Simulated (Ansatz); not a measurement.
SnTe: a prediction, then the measurements

The calculation used DFT PBE, scalar-relativistic, plane waves, PAW in Ansatz 0.2.0.

Plane waves to 420 eV, a k mesh through Γ of 10×10×10 on the computed 2-atom cell and Gaussian smearing (0.01 eV); no spin polarisation.

Relaxed structure:

```xyz
2
Lattice="0.0000 3.2062 3.2062 3.2062 0.0000 3.2062 3.2062 3.2062 0.0000" Properties=species:S:1:pos:R:3 pbc="T T T"
Sn    0.0000    0.0000    0.0000
Te    3.2062    3.2062    3.2062
```

- Space group: Fm-3m (No. 225)
- Volume per atom: 32.96 Å³
- Formation energy from the elements' standard states (uncorrected): -0.288 eV/atom
- Kohn–Sham band gap: 0.06 eV
- Orbital (Löwdin) character of the top 1 eV of the valence band: Te 5p 60 %, Sn 5s 20 %, Sn 5p 16 %
- Orbital (Löwdin) character of the lowest 1 eV of the conduction band: Sn 5p 78 %, Te 5p 9 %, Te 5s 8 %
- Bader charge by site (e): Sn (1 in the cell) 0.65, Te (1 in the cell) -0.65

Spin-orbit coupling is left out, which matters for the bands of heavy elements.

**Against measurements.**

Measured lattice constant a of SnTe: 6.313 Å (300 K; a printed reference work (data compilation)). This calculation gives 6.412 Å (+1.6 %). The calculation is for 0 K without zero-point motion. Measured band gap of SnTe: 0.2 eV (a printed reference work (textbook)). This calculation gives 0.06 eV (-0.14 eV). Kohn–Sham gaps of semilocal functionals fall short of measured ones as a rule; spin-orbit coupling, left out here, usually narrows the gap of heavy-element compounds and can turn the error's sign.

It was relaxed from a cell as deposited in COD. Löwdin shares on free-atom orbitals overweight diffuse shells in the empty bands.
